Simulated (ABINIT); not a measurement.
The system is Bi.

```
CELL_PARAMETERS angstrom
-1.98143 1.98143 1.98143
1.98143 -1.98143 1.98143
1.98143 1.98143 -1.98143
ATOMIC_POSITIONS crystal
Bi 0.00000 0.00000 0.00000
```

This isn't the form of Bi at room conditions, which is rhombohedral.

Base run:

* Program: ABINIT 10.8.3 (patched build)
* Functional: revPBE
* Potentials or basis: JTH PAW PBE v2.0
* Cutoff: 707 eV
* k mesh: 9 × 9 × 9
* Occupations: fermi-dirac, width 0.05 eV
* Spin: no spin polarisation

Its results: band gap on the k mesh none (metal or under the smearing width); pressure 1.3 GPa.

Task: After a change of settings the same cell gave: band gap on the k mesh none (metal or under the smearing width); pressure -0.4 GPa. Which change was it?
A. functional from revPBE to SCAN
B. functional from revPBE to RPBE
C. functional from revPBE to WC
D. functional from revPBE to r2SCAN

Result: D.

Caveats: the PAW data sets were made with another functional, which shifts forces and pressure a little; spin-orbit coupling is left out, which moves the levels of the heavy elements.
